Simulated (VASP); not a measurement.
## AlN (strained wurtzite): a PBE single-point calculation in VASP

INCAR

```
ISIF = 2
NSW = 0
GGA = PE
LASPH = .TRUE.
SIGMA = 0.02
EDIFF = 1E-7
PREC = Accurate
LREAL = .FALSE.
LCHARG = .FALSE.
LWAVE = .FALSE.
ENCUT = 520
ISMEAR = -1
NELM = 120
IBRION = -1
NBANDS = 16
```

KPOINTS

```
KPOINTS created by Atomic Simulation Environment
0
Gamma
12 12 6
0 0 0
```

KPOINTS_OPT

```
special points
6
Reciprocal
0.0000000000 0.0000000000 0.0000000000 1
0.5000000000 0.0000000000 0.0000000000 1
0.3333333333 0.3333333333 0.0000000000 1
0.0000000000 0.0000000000 0.5000000000 1
0.5000000000 0.0000000000 0.5000000000 1
0.3333333333 0.3333333333 0.5000000000 1
```

POSCAR

```
Al N
 1.0000000000000000
     3.1066937601931870    0.0000000000000000    0.0000000000000000
    -1.5533468800965935    2.6904757181059007    0.0000000000000000
     0.0000000000000000    0.0000000000000000    4.8292338054000004
 Al  N
   2   2
Cartesian
  0.0000000000000000  1.7936504787372667 -0.0317922674036293
  1.5533468800965933  0.8968252393686333  2.3828246352963705
  0.0000000000000000  1.7936504787372667  1.8427549444286293
  1.5533468800965933  0.8968252393686333  4.2573718471286286
```

VASP ran with the recommended PBE PAW datasets (16 valence electrons in the cell).

Command

```
mpirun -np 1 vasp_std
```

OSZICAR

```
N       E                     dE             d eps       ncg     rms          rms(c)
DAV:   1     0.422415694431E+02    0.42242E+02   -0.73697E+03  2448   0.899E+02
DAV:   2    -0.311059403441E+02   -0.73348E+02   -0.67376E+02  3384   0.191E+02
DAV:   3    -0.345455136965E+02   -0.34396E+01   -0.34308E+01  3064   0.424E+01
DAV:   4    -0.345655525840E+02   -0.20039E-01   -0.20038E-01  3008   0.366E+00
DAV:   5    -0.345658107354E+02   -0.25815E-03   -0.25815E-03  3056   0.418E-01    0.124E+01
DAV:   6    -0.296868905516E+02    0.48789E+01   -0.10548E+01  2912   0.239E+01    0.425E+00
DAV:   7    -0.297033133687E+02   -0.16423E-01   -0.72347E-01  2640   0.600E+00    0.300E+00
DAV:   8    -0.296958570849E+02    0.74563E-02   -0.59454E-02  2712   0.223E+00    0.574E-01
DAV:   9    -0.296908567576E+02    0.50003E-02   -0.12340E-02  3144   0.830E-01    0.242E-01
DAV:  10    -0.296914677929E+02   -0.61104E-03   -0.22271E-03  2632   0.300E-01    0.131E-01
DAV:  11    -0.296913858867E+02    0.81906E-04   -0.18672E-04  2792   0.106E-01    0.304E-02
DAV:  12    -0.296913891506E+02   -0.32639E-05   -0.10972E-05  2848   0.264E-02    0.745E-03
DAV:  13    -0.296913890203E+02    0.13031E-06   -0.44833E-06  2696   0.167E-02    0.385E-03
DAV:  14    -0.296913890209E+02   -0.60356E-09   -0.31361E-07  2848   0.480E-03
   1 F= -.29691389E+02 E0= -.29691389E+02  d E =-.278703E-12
       N       E                     dE             ncg
DAV:   1     0.246461970720E+04   -0.21822E+04      192
DAV:   2     0.207132187628E+04   -0.39330E+03      272
DAV:   3     0.205489134237E+04   -0.16431E+02      224
DAV:   4     0.205478568309E+04   -0.10566E+00      232
DAV:   5     0.205478407559E+04   -0.16075E-02      248
DAV:   6     0.205478403922E+04   -0.36373E-04      240
DAV:   7     0.205478403824E+04   -0.97495E-06      232
DAV:   8     0.205478403822E+04   -0.27026E-07      184
```

From OUTCAR

```
k-points           NKPTS =     76   k-points in BZ     NKDIM =     76   number of bands    NBANDS=     16

   NELECT =      16.0000    total number of electrons

   dimension x,y,z NGX =    24 NGY =   24 NGZ =   36
   dimension x,y,z NGXF=    48 NGYF=   48 NGZF=   72

  energy-cutoff  :      520.00
  volume of cell :       40.37
      direct lattice vectors                 reciprocal lattice vectors
     3.106693760  0.000000000  0.000000000     0.321885605  0.185840741  0.000000000
    -1.553346880  2.690475718  0.000000000     0.000000000  0.371681481  0.000000000
     0.000000000  0.000000000  4.829233805     0.000000000  0.000000000  0.207072186

 k-points in reciprocal lattice and weights: KPOINTS created by Atomic Simulation Env
   0.00000000  0.00000000  0.00000000       0.001
   0.08333333  0.00000000  0.00000000       0.007
   0.16666667  0.00000000  0.00000000       0.007
   0.25000000  0.00000000  0.00000000       0.007
   0.33333333  0.00000000  0.00000000       0.007
   0.41666667  0.00000000  0.00000000       0.007
   0.50000000  0.00000000  0.00000000       0.003
   0.08333333  0.08333333  0.00000000       0.007
   ...

 E-fermi :   7.1410

 k-point     1 :       0.0000    0.0000    0.0000
  band No.  band energies     occupation
      1      -8.9103      2.00000
      2      -6.5236      2.00000
      3       0.4532      2.00000
      4       5.4499      2.00000
      5       5.4499      2.00000
      6       6.1978      2.00000
      7       6.1978      2.00000
      8       6.6897      2.00000
      9      11.0188      0.00000
     10      13.1918      0.00000
     11      17.5989      0.00000
     12      17.5989      0.00000
     13      17.6063      0.00000
     14      19.7714      0.00000
     15      19.7714      0.00000
     16      20.5543      0.00000

 k-point     2 :       0.0833    0.0000    0.0000
  band No.  band energies     occupation
      1      -8.8203      2.00000
      2      -6.4762      2.00000
      3       0.5583      2.00000
      4       5.0443      2.00000
      5       5.3301      2.00000
      6       5.8028      2.00000
      7       6.1920      2.00000
      8       6.6420      2.00000
      9      11.4304      0.00000
     10      13.5539      0.00000
     11      16.9856      0.00000
     12      17.2037      0.00000
     13      17.8613      0.00000
     14      19.5527      0.00000
     15      19.8697      0.00000
     16      20.0254      0.00000

 k-point     3 :       0.1667    0.0000    0.0000
  band No.  band energies     occupation
      1      -8.5578      2.00000
      2      -6.3476      2.00000
      3       0.8684      2.00000
      4       4.0531      2.00000
      5       4.9514      2.00000
      6       5.0496      2.00000
      7       6.1417      2.00000
      8       6.4782      2.00000
      9      12.2814      0.00000
     10      14.2339      0.00000
     11      15.9055      0.00000
     12      16.4162      0.00000
     13      18.5956      0.00000
     14      18.9566      0.00000
     15      19.2549      0.00000
     16      19.3947      0.00000

 k-point     4 :       0.2500    0.0000    0.0000
  band No.  band energies     occupation
      1      -8.1479      2.00000
      2      -6.1828      2.00000
      3       1.3652      2.00000
      4       2.8923      2.00000
      5       4.0080      2.00000
      6       4.7294      2.00000
      7       6.0360      2.00000
      8       6.1667      2.00000
      9      12.9213      0.00000
     10      14.1853      0.00000
     11      14.8782      0.00000
     12      16.6264      0.00000
     13      18.2193      0.00000
     14      18.5840      0.00000
     15      19.0937      0.00000
     16      19.7662      0.00000

 k-point     5 :       0.3333    0.0000    0.0000
  band No.  band energies     occupation
      1      -7.6423      2.00000
      2      -6.0583      2.00000
      3       1.8652      2.00000
      4       2.0097      2.00000
      5       3.1621      2.00000
      6       4.4524      2.00000
      7       5.6851      2.00000
      8       5.9133      2.00000
      9      12.7933      0.00000
     10      13.4577      0.00000
     11      14.7519      0.00000
     12      16.9875      0.00000
     13      18.0064      0.00000
     14      18.4157      0.00000
     15      19.1226      0.00000
     16      20.9870      0.00000

 k-point     6 :       0.4167    0.0000    0.0000
  band No.  band energies     occupation
      1      -7.1438      2.00000
      2      -6.0550      2.00000
      3       1.1730      2.00000
      4       2.5548      2.00000
      5       2.7072      2.00000
      6       4.2687      2.00000
      7       5.0909      2.00000
      8       5.8193      2.00000
      9      12.4338      0.00000
     10      12.8377      0.00000
     11      14.9156      0.00000
     12      17.0126      0.00000
     13      17.6456      0.00000
     14      19.1283      0.00000
     15      19.2875      0.00000
     16      21.9326      0.00000

 k-point     7 :       0.5000    0.0000    0.0000
  band No.  band energies     occupation
      1      -6.8895      2.00000
      2      -6.1164      2.00000
      3       0.9305      2.00000
      4       2.3382      2.00000
      5       3.0956      2.00000
      6       4.2047      2.00000
      7       4.7279      2.00000
      8       5.7844      2.00000
      9      12.2901      0.00000
     10      12.6203      0.00000
     11      14.9504      0.00000
     12      17.0510      0.00000
     13      17.5240      0.00000
     14      19.3128      0.00000
     15      19.5048      0.00000
     16      22.2740      0.00000

 k-point     8 :       0.0833    0.0833    0.0000
  band No.  band energies     occupation
      1      -8.6440      2.00000
      2      -6.3880      2.00000
      3       0.7660      2.00000
      4       4.4722      2.00000
      5       4.7877      2.00000
      6       5.4817      2.00000
      7       6.0901      2.00000
      8       6.5358      2.00000
      9      12.0592      0.00000
     10      14.1333      0.00000
     11      16.2173      0.00000
     12      16.4839      0.00000
     13      18.3943      0.00000
     14      19.0457      0.00000
     15      19.2222      0.00000
     16      20.0150      0.00000

 k-point     9 :       0.1667    0.0833    0.0000
  band No.  band energies     occupation
      1      -8.3071      2.00000
      2      -6.2403      2.00000
      3       1.1700      2.00000
      4       3.4798      2.00000
      5       4.0366      2.00000
      6       5.0350      2.00000
      7       5.9369      2.00000
      8       6.3007      2.00000
      9      12.8701      0.00000
     10      14.6574      0.00000
     11      15.2047      0.00000
     12      15.9168      0.00000
     13      18.3317      0.00000
     14      18.5648      0.00000
     15      19.2778      0.00000
     16      19.7397      0.00000

 k-point    10 :       0.2500    0.0833    0.0000
  band No.  band energies     occupation
      1      -7.8464      2.00000
      2      -6.0930      2.00000
      3       1.7433      2.00000
      4       2.3935      2.00000
      5       3.3567      2.00000
      6       4.5378      2.00000
      7       5.7753      2.00000
      8       5.9100      2.00000
      9      13.2263      0.00000
     10      13.9660      0.00000
     11      14.6894      0.00000
     12      16.5663      0.00000
     13      17.8433      0.00000
     14      18.2932      0.00000
     15      19.2938      0.00000
     16      20.6096      0.00000

 k-point    11 :       0.3333    0.0833    0.0000
  band No.  band energies     occupation
      1      -7.3333      2.00000
      2      -6.0303      2.00000
      3       1.5284      2.00000
      4       2.4255      2.00000
      5       2.7811      2.00000
      6       4.1600      2.00000
      7       5.3628      2.00000
      8       5.6368      2.00000
      9      12.9548      0.00000
     10      13.0798      0.00000
     11      14.9560      0.00000
     12      16.8728      0.00000
     13      17.6342      0.00000
     14      18.8074      0.00000
     15      19.2231      0.00000
     16      21.5138      0.00000

 k-point    12 :       0.4167    0.0833    0.0000
  band No.  band energies     occupation
      1      -6.9172      2.00000
      2      -6.0905      2.00000
      3       1.0545      2.00000
      4       2.4365      2.00000
      5       3.0443      2.00000
      6       3.9632      2.00000
      7       4.8157      2.00000
      8       5.5538      2.00000
      9      12.6059      0.00000
     10      12.7196      0.00000
     11      15.0967      0.00000
     12      16.9625      0.00000
     13      17.5255      0.00000
     14      19.2554      0.00000
     15      19.4473      0.00000
     16      21.9831      0.00000

 ...

  Total        2.1018970      2.1018970      3.8861424      0.0000000      0.0000000      0.0000000
  in kB       83.4288488     83.4288488    154.2494214      0.0000000      0.0000000      0.0000000
  external PRESSURE =     107.0357063 kB  Pullay stress =       0.0000000 kB

 POSITION                                       TOTAL-FORCE (eV/Angst)
 -----------------------------------------------------------------------------------
      0.00000      1.79365      4.79744        -0.000000     -0.000000     -0.030697
      1.55335      0.89683      2.38282         0.000000     -0.000000     -0.030697
      0.00000      1.79365      1.84275         0.000000      0.000000      0.030697
      1.55335      0.89683      4.25737         0.000000      0.000000      0.030697
 -----------------------------------------------------------------------------------
    total drift:                                0.000000      0.000000     -0.000402

  FREE ENERGIE OF THE ION-ELECTRON SYSTEM (eV)
  ---------------------------------------------------
  free  energy   TOTEN  =       -29.6913890209 eV

  energy  without entropy=      -29.6913890209  energy(sigma->0) =      -29.69138902
```

```yaml
gap_between_bands_v_and_c: 4.33 eV
least_direct_gap: 4.33 eV
pressure: 10.7 GPa
largest_force: 0.03 eV/Å
```

Band v is the last that the valence electrons fill when counted band by band, and c is the next.

The run took about 25 s on one core of a shared host (Intel Xeon Platinum 8488C) and held 0.2 GiB at most.
